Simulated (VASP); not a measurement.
# BAs (I-4m2) in VASP: notebook

The runs below take BAs through single point, with PBEsol.

Program: VASP 6.6.1. These are calculated values, not measurements. Logs are shortened: lines on timing, memory, paths and dates and some standing lists are left out, and cuts for length are marked.

### 1 The structure

Symmetry: I-4m2, No. 119, tetragonal system. Conventional cell: a = 3.424 Å, b = 3.424 Å, c = 4.649 Å, α = 90.00°, β = 90.00°, γ = 90.00°. B (site symmetry -4m2) has 4 As at 2.07 Å as nearest neighbours. As (site symmetry -4m2) has 4 B at 2.07 Å as nearest neighbours.

### 2 Single point, PBEsol

INCAR reads:

```
SYSTEM = BAs
PREC = Accurate
ENCUT = 520
EDIFF = 1E-7
ISMEAR = 0
SIGMA = 0.05
LREAL = .False.
LASPH = .True.
NELM = 60
ALGO = Normal
ISIF = 2
LWAVE = .False.
LCHARG = .False.
GGA = PS
NBANDS = 11
```

KPOINTS reads:

```
Automatic mesh
0
Gamma
  12 12 12
  0 0 0
```

POSCAR reads:

```
BAs
1.0
    0.0000000000      2.4212232444      2.3243743146
    2.4212232444      0.0000000000      2.3243743146
    2.4212232444      2.4212232444      0.0000000000
B As
1 1
Direct
    0.0000000000      0.0000000000      0.0000000000
    0.7500000000      0.7500000000      0.7500000000
```

Potentials or basis: VASP PAW PBE potentials, release 64 (B, As).

Command:

```bash
> cat potpaw_PBE.64/B/POTCAR potpaw_PBE.64/As/POTCAR > POTCAR
> mpirun -np 1 vasp_std > vasp.out
```

OUTCAR:

```text
SYSTEM = BAs
   PREC = Accurate
   ENCUT = 520
   EDIFF = 1E-7
   ISMEAR = 0
   LREAL = .False.
   LASPH = .True.
   NELM = 60
   ISIF = 2
   GGA = PS

 ion  position               nearest neighbor table
   1  0.000  0.000  0.000-   2 2.07   2 2.07   2 2.07   2 2.07
   2  0.750  0.750  0.750-   1 2.07   1 2.07   1 2.07   1 2.07

  LATTYP: Found a body centered tetragonal cell.
 ALAT       =     3.4241267498
 C/A-ratio  =     1.3576450199

  Lattice vectors:

 A1 = (   0.0000000000,  -2.4212232444,  -2.3243743146)
 A2 = (   0.0000000000,   2.4212232444,  -2.3243743146)
 A3 = (   2.4212232444,   0.0000000000,   2.3243743146)

Analysis of symmetry for initial positions (statically):
=====================================================================
 Subroutine PRICEL returns:
 Original cell was already a primitive cell.

 Routine SETGRP: Setting up the symmetry group for a
 body centered tetragonal supercell.

 Subroutine GETGRP returns: Found  8 space group operations
 (whereof  8 operations were pure point group operations)
 out of a pool of 16 trial point group operations.

The static configuration has the point symmetry D_2d.

Analysis of symmetry for dynamics (positions and initial velocities):
=====================================================================
 Subroutine PRICEL returns:
 Original cell was already a primitive cell.

 Routine SETGRP: Setting up the symmetry group for a
 body centered tetragonal supercell.

 Subroutine GETGRP returns: Found  8 space group operations
 (whereof  8 operations were pure point group operations)
 out of a pool of 16 trial point group operations.

The dynamic configuration has the point symmetry D_2d.

 Subroutine INISYM returns: Found  8 space group operations
 (whereof  8 operations are pure point group operations),
 and found     1 'primitive' translations

----------------------------------------------------------------------------------------

                                     Primitive cell

  volume of cell :      27.2525

  direct lattice vectors                    reciprocal lattice vectors
     0.000000000  2.421223244  2.324374315    -0.206507186  0.206507186  0.215111653
     2.421223244  0.000000000  2.324374315     0.206507186 -0.206507186  0.215111653
     2.421223244  2.421223244  0.000000000     0.206507186  0.206507186 -0.215111653

  length of vectors
     3.356342943  3.356342943  3.424126750     0.362716775  0.362716775  0.362716775

  position of ions in fractional coordinates (direct lattice)
     0.000000000  0.000000000  0.000000000
     0.750000000  0.750000000  0.750000000

  ion indices of the primitive-cell ions
   primitive index   ion index
                 1           1
                 2           2

----------------------------------------------------------------------------------------

 KPOINTS: Automatic mesh

Automatic generation of k-mesh.
 Grid dimensions read from file:
 generate k-points for:   12   12   12

 Generating k-lattice:

  Cartesian coordinates                     Fractional coordinates (reciprocal lattice)
    -0.017208932  0.017208932  0.017925971     0.083333333  0.000000000  0.000000000
     0.017208932 -0.017208932  0.017925971     0.000000000  0.083333333  0.000000000
     0.017208932  0.017208932 -0.017925971    -0.000000000 -0.000000000  0.083333333

  Length of vectors
     0.030226398  0.030226398  0.030226398

  Shift w.r.t. Gamma in fractional coordinates (k-lattice)
     0.000000000  0.000000000  0.000000000

 Subroutine IBZKPT returns following result:
 ===========================================

 Found    163 irreducible k-points:

 Following reciprocal coordinates:
            Coordinates               Weight
  0.000000  0.000000  0.000000      1.000000
  0.083333 -0.000000  0.000000      8.000000
  0.166667 -0.000000  0.000000      8.000000
  0.250000 -0.000000  0.000000      8.000000
  0.333333  0.000000  0.000000      8.000000
  0.416667 -0.000000  0.000000      8.000000
[... 16 lines left out ...]
  0.500000  0.166667  0.000000      8.000000
 -0.416667  0.166667  0.000000      8.000000
 [... further k-points ...]
   k-points           NKPTS =    163   k-points in BZ     NKDIM =    163   number of bands    NBANDS=     11
   number of dos      NEDOS =    301   number of ions     NIONS =      2
   total plane-waves  NPLWV =  21952
   dimension x,y,z NGX =    28 NGY =   28 NGZ =   28
   dimension x,y,z NGXF=    56 NGYF=   56 NGZF=   56
   ions per type =               1   1
   NGX,Y,Z   is equivalent  to a cutoff of  13.87, 13.87, 13.59 a.u.
   NGXF,Y,Z  is equivalent  to a cutoff of  27.74, 27.74, 27.19 a.u.
 SYSTEM =  BAs
   PREC   = accura    normal or accurate (medium, high low for compatibility)
   ISTART =      0    job   : 0-new  1-cont  2-samecut
   ICHARG =      2    charge: 1-file 2-atom 10-const
   ISPIN  =      1    spin polarized calculation?
   LNONCOLLINEAR =      F non collinear calculations
   LSORBIT =      F    spin-orbit coupling
   LASPH  =      T    aspherical Exc in radial PAW
   ENCUT  =  520.0 eV  38.22 Ry    6.18 a.u.   6.24  6.24  6.37*2*pi/ulx,y,z
   NELM   =     60;   NELMIN=  2; NELMDL= -5     # of ELM steps
   EDIFF  = 0.1E-06   stopping-criterion for ELM
   LREAL  =      F    real-space projection
   EDIFFG = 0.1E-05   stopping-criterion for IOM
   NSW    =      0    number of steps for IOM
   IBRION =     -1    ionic relax: 0-MD 1-quasi-New 2-CG
   NFREE  =      0    steps in history (QN), initial steepest desc. (CG)
   ISIF   =      2    stress and relaxation
   ISYM   =      2    0-nonsym 1-usesym 2-fastsym
   POTIM  = 0.5000    time-step for ionic-motion
   TEBEG  =    0.0;   TEEND  =   0.0 temperature during run
   PSTRESS=    0.0 pullay stress
   NELECT =       8.0000    total number of electrons
   NUPDOWN=      -1.0000    fix difference up-down
   EMIN   =  10.00;   EMAX   =-10.00  energy-range for DOS
   EFERMI =   0.00;   METHOD = LEGACY
   ISMEAR =     0;   SIGMA  =   0.05  broadening in eV -4-tet -1-fermi 0-gaus
   EFERMI_NEDOS =   21; number of points for ismear=-14 and -15
   IALGO  =     38    algorithm
   IMIX   =      4    mixing-type and parameters
     AMIX     =   0.40;   BMIX     =  1.00
     AMIX_MAG =   1.60;   BMIX_MAG =  1.00
  volume/ion in A,a.u.               =      13.63        91.95
  Fermi-wavevector in a.u.,A,eV,Ry     =   1.088018  2.056057 16.106360  1.183784
  Thomas-Fermi vector in A             =   2.224191
   LORBIT       =      0    0 simple, 1 ext, 2 COOP (PROOUT), +10 PAW based schemes
   GGA     = PS    functional components
   LHFCALC =     F    Hartree Fock is set to
   AEXX    =    0.0000 exact exchange contribution
   IVDW    =     0    specifies the selected vdW correction
   LEPSILON=     F    determine dielectric tensor
   LRPA    =     F    only Hartree local field effects (RPA)
 non-spin polarized calculation
 Gauss-broadening in eV      SIGMA  =   0.05
  energy-cutoff  :      520.00
  volume of cell :       27.25
 maximum number of plane-waves:       750
 NGX is ok and might be reduce to    28

 number of electron       8.0000000 magnetization

 Free energy of the ion-electron system (eV)
  ---------------------------------------------------
  ext. energy  EPLUGINS =         0.00000000
  ---------------------------------------------------
  free energy    TOTEN  =       -12.18578386 eV

  energy without entropy =      -12.18578386  energy(sigma->0) =      -12.18578386

 E-fermi :   6.5329     XC(G=0): -10.7329

 val. band max:        6.2966026684   @ k =   0.0000   0.0000   0.0000
 cond. band min:       6.7776643849   @ k =   0.4167   0.4167   0.0000
 fundamental gap:      0.4810617165
 Fermi energy:         6.5329061765

 k-point     1 :       0.0000    0.0000    0.0000
  band No.  band energies     occupation
      1      -9.3910      2.00000
      2       5.9193      2.00000
      3       5.9193      2.00000
      4       6.2966      2.00000
      5       9.1216      0.00000
      6       9.3825      0.00000
      7       9.3825      0.00000
      8      10.7092      0.00000
      9      15.4003      0.00000
     10      18.4206      0.00000
     11      19.4231      0.00000

 k-point     2 :       0.0833   -0.0000    0.0000
  band No.  band energies     occupation
      1      -9.2765      2.00000
      2       4.9784      2.00000
      3       5.6912      2.00000
      4       5.9786      2.00000
      5       9.3086      0.00000
      6       9.6294      0.00000
      7       9.6624      0.00000
      8      11.3396      0.00000
      9      15.8691      0.00000
     10      17.6288      0.00000
     11      18.3280      0.00000

 k-point     3 :       0.1667   -0.0000    0.0000
  band No.  band energies     occupation
      1      -8.9366      2.00000
      2       3.0680      2.00000
      3       5.2038      2.00000
      4       5.5178      2.00000
      5       9.2482      0.00000
      6      10.1809      0.00000
      7      10.2232      0.00000
      8      12.6696      0.00000
      9      16.7749      0.00000
     10      16.9597      0.00000
     11      17.5631      0.00000

 k-point     4 :       0.2500   -0.0000    0.0000
  band No.  band energies     occupation
      1      -8.3860      2.00000
      2       1.0827      2.00000
      3       4.7064      2.00000
      4       5.0745      2.00000
      5       9.0097      0.00000
      6      10.6261      0.00000
      7      10.7351      0.00000
      8      13.8986      0.00000
      9      16.8752      0.00000
     10      17.0751      0.00000
     11      17.6337      0.00000

 k-point     5 :       0.3333    0.0000    0.0000
  band No.  band energies     occupation
      1      -7.6652      2.00000
      2      -0.7259      2.00000
      3       4.3126      2.00000
      4       4.7327      2.00000
      5       8.7956      0.00000
      6      10.7117      0.00000
      7      11.0042      0.00000
      8      14.6424      0.00000
      9      17.2047      0.00000
     10      18.0500      0.00000
     11      18.1592      0.00000
[... 211 lines left out ...]
 k-point    21 :       0.3333    0.1667    0.0000
  band No.  band energies     occupation
      1      -7.7088      2.00000
      2       0.5212      2.00000
      3       3.3115      2.00000
      4       3.5658      2.00000
      5       8.4251      0.00000
      6      11.2020      0.00000
      7      12.5401      0.00000
      8      12.6604      0.00000
      9      17.3807      0.00000
     10      19.3643      0.00000
     11      19.8016      0.00000

 k-point    22 :       0.4167    0.1667    0.0000
  band No.  band energies     occupation
      1      -6.9590      2.00000
      2      -1.0865      2.00000
      3       3.0559      2.00000
      4       3.1543      2.00000
      5       8.6316      0.00000
      6      11.6405      0.00000
      7      12.5195      0.00000
      8      12.7913      0.00000
      9      17.9077      0.00000
     10      19.9412      0.00000
     11      20.8976      0.00000

 k-point    23 :       0.5000    0.1667    0.0000
  band No.  band energies     occupation
      1      -6.2883      2.00000
      2      -2.2222      2.00000
      3       2.6172      2.00000
      4       3.1979      2.00000
      5       8.7176      0.00000
      6      11.7484      0.00000
      7      12.2270      0.00000
      8      13.9171      0.00000
      9      17.7637      0.00000
     10      20.5399      0.00000
     11      20.8153      0.00000

 k-point    24 :      -0.4167    0.1667    0.0000
  band No.  band energies     occupation
      1      -6.2125      2.00000
      2      -2.3444      2.00000
      3       2.3151      2.00000
      4       3.4361      2.00000
      5       8.8878      0.00000
      6      11.7433      0.00000
      7      11.9338      0.00000
      8      15.0889      0.00000
      9      17.3393      0.00000
     10      18.9362      0.00000
     11      20.6090      0.00000

 [... further k-points ...]

------------------------ aborting loop because EDIFF is reached ----------------------------------------

  FORCE on cell =-STRESS in cart. coord.  units (eV):
  Direction    XX          YY          ZZ          XY          YZ          ZX
  --------------------------------------------------------------------------------------
  -------------------------------------------------------------------------------------
  Total       -0.4354635     -0.4354635      0.8900048      0.0000000      0.0000000     -0.0000000
  in kB      -25.6009830    -25.6009830     52.3235522      0.0000000      0.0000000     -0.0000000
  external PRESSURE =       0.3738620 kB  Pullay stress =       0.0000000 kB

 VOLUME and BASIS-vectors are now :
 -----------------------------------------------------------------------------
  energy-cutoff  :      520.00
  volume of cell :       27.25
      direct lattice vectors                 reciprocal lattice vectors
     0.000000000  2.421223244  2.324374315    -0.206507186  0.206507186  0.215111653
     2.421223244  0.000000000  2.324374315     0.206507186 -0.206507186  0.215111653
     2.421223244  2.421223244  0.000000000     0.206507186  0.206507186 -0.215111653

 POSITION                                       TOTAL-FORCE (eV/Angst)
 -----------------------------------------------------------------------------------
      0.00000      0.00000      0.00000         0.000000      0.000000      0.000000
      3.63183      3.63183      3.48656        -0.000000     -0.000000      0.000000
 -----------------------------------------------------------------------------------
    total drift:                                0.000000      0.000000      0.000000

  FREE ENERGIE OF THE ION-ELECTRON SYSTEM (eV)
  ---------------------------------------------------
  free  energy   TOTEN  =       -12.1857838614 eV

  energy  without entropy=      -12.1857838614  energy(sigma->0) =      -12.18578386
```

Run time: 38 s. Hardware: 1 thread of Intel Xeon Platinum 8488C (Sapphire Rapids), shared host; peak memory 0.19 GiB.

Results:

```yaml
Free_energy: -12.1858 eV
Pressure: 0.0 GPa
Band_gap_on_the_k_mesh: 0.48 eV, indirect (least direct gap 2.83 eV)
```

Levels at points of the mesh, in eV from the valence-band top:
| k point | band 1 | band 2 | band 3 | band 4 | band 5 | band 6 | band 7 | band 8 | band 9 |
| --- | --- | --- | --- | --- | --- | --- | --- | --- | --- |
| (0.00, 0.00, 0.00) | -15.69 | -0.38 | -0.38 | 0.00 | 2.83 | 3.09 | 3.09 | 4.41 | 9.10 |
| (0.50, 0.00, 0.00) | -12.80 | -9.08 | -2.31 | -1.85 | 2.31 | 4.30 | 4.74 | 8.48 | 12.24 |
| (0.50, 0.50, 0.00) | -11.27 | -8.56 | -4.61 | -4.61 | 0.73 | 0.78 | 11.11 | 11.11 | 12.77 |
| (0.50, 0.00, 0.50) | -11.60 | -8.89 | -4.25 | -4.19 | 1.24 | 1.25 | 10.74 | 11.29 | 12.33 |

Caveat: the PAW data sets were made with another functional, which shifts forces and pressure a little. A k mesh can miss the band edges.

### 3 Single point, PBEsol

This run uses another cell than the first one, of the same volume but with other edges.

INCAR reads:

```
SYSTEM = BAs
ALGO = Fast ; EDIFF = 1E-6
ENCUT = 520 ; GGA = PS
ISIF = 2 ; ISMEAR = 0
LASPH = .True. ; LCHARG = .False.
LREAL = .False. ; LWAVE = .False.
NBANDS = 11 ; NELM = 80
PREC = Accurate ; SIGMA = 0.05
```

KPOINTS reads:

```
k-points
0
Gamma
  12 12 12
  0 0 0
```

POSCAR reads:

```
BAs
1.0
    0.0000000000      2.5214610880      2.1432419248
    2.5214610880      0.0000000000      2.1432419248
    2.5214610880      2.5214610880      0.0000000000
B As
1 1
Direct
    0.0000000000      0.0000000000      0.0000000000
    0.7500000000      0.7500000000      0.7500000000
```

Potentials or basis: VASP PAW PBE potentials, release 64 (B, As).

Command:

```bash
> cat potpaw_PBE.64/B/POTCAR potpaw_PBE.64/As/POTCAR > POTCAR
> mpirun -np 1 vasp_std > vasp.out
```

It took 39 s on 1 thread of Intel Xeon Platinum 8488C (Sapphire Rapids), shared host; peak memory 0.19 GiB.

The run converged. Its results:

| Item | Value |
| --- | --- |
| Free energy | -11.9564 eV |
| Pressure | -0.6 GPa |
| Band gap on the k mesh | none (metal or under the smearing width) |

Stress tensor (GPa, compression positive):
```
-8.26  0.00  0.00
 0.00 -8.26  0.00
 0.00  0.00 14.57
```

Levels at points of the mesh, in eV from the Fermi level:
| k point | band 1 | band 2 | band 3 | band 4 | band 5 | band 6 | band 7 | band 8 | band 9 |
| --- | --- | --- | --- | --- | --- | --- | --- | --- | --- |
| (0.00, 0.00, 0.00) | -15.57 | -0.59 | -0.59 | 0.73 | 2.56 | 3.61 | 3.61 | 4.30 | 9.34 |
| (0.50, 0.00, 0.00) | -12.64 | -8.94 | -2.80 | -1.18 | 1.64 | 3.91 | 6.06 | 8.94 | 11.78 |
| (0.50, 0.50, 0.00) | -10.54 | -7.70 | -5.18 | -5.18 | -0.03 | 0.05 | 11.16 | 11.16 | 13.32 |
| (0.50, 0.00, 0.50) | -11.78 | -9.09 | -3.71 | -3.49 | 1.93 | 1.96 | 9.46 | 10.92 | 11.40 |

Caveat: the PAW data sets were made with another functional, which shifts forces and pressure a little.

### 4 Single point, PBEsol

INCAR reads:

```
SYSTEM = BAs
ALGO     = Fast           ! electronic algorithm
EDIFF    = 1E-6           ! SCF threshold, eV
ENCUT    = 520            ! plane-wave cutoff, eV
GGA      = PS             ! functional
ISIF     = 2              ! what is computed and relaxed
ISMEAR   = 0              ! smearing method
LASPH    = .True.         ! aspherical terms in the spheres
LCHARG   = .False.        ! write CHGCAR
LREAL    = .False.        ! projectors in reciprocal space
LWAVE    = .False.        ! write WAVECAR
NBANDS   = 11             ! bands
NELM     = 100            ! most SCF steps
PREC     = Accurate       ! precision mode
SIGMA    = 0.05           ! smearing width, eV
```

KPOINTS is that of step 3.

POSCAR reads:

```
BAs
1.0
    0.0000000000      2.3499690686      2.4674675221
    2.3499690686      0.0000000000      2.4674675221
    2.3499690686      2.3499690686      0.0000000000
B As
1 1
Direct
    0.0000000000      0.0000000000      0.0000000000
    0.7500000000      0.7500000000      0.7500000000
```

Command:

```bash
> cat potpaw_PBE.64/B/POTCAR potpaw_PBE.64/As/POTCAR > POTCAR
> mpirun -np 1 vasp_std > vasp.out
```

Run time: 36 s. Hardware: 1 thread of Intel Xeon Platinum 8488C (Sapphire Rapids), shared host; peak memory 0.19 GiB.

It converged, with:

* Free energy: -12.1753 eV
* Pressure: 0.0 GPa
* Band gap on the k mesh: 0.71 eV, indirect (least direct gap 2.99 eV)

Stress tensor (GPa, compression positive):
```
 3.61  0.00  0.00
 0.00  3.61  0.00
 0.00  0.00 -7.08
```

Levels at points of the mesh, in eV from the valence-band top:
```csv
k point,band 1,band 2,band 3,band 4,band 5,band 6,band 7,band 8,band 9
"(0.00, 0.00, 0.00)",-15.60,-0.50,0.00,0.00,2.99,2.99,3.29,4.48,9.19
"(0.50, 0.00, 0.00)",-12.71,-9.00,-2.29,-1.69,2.34,4.51,4.77,8.57,12.31
"(0.50, 0.50, 0.00)",-11.68,-8.96,-3.95,-3.95,1.55,1.57,11.13,11.13,12.26
"(0.50, 0.00, 0.50)",-11.27,-8.56,-4.46,-4.37,0.95,1.00,10.74,11.45,12.67
```

Caveat: the PAW data sets were made with another functional, which shifts forces and pressure a little. A k mesh can miss the band edges.
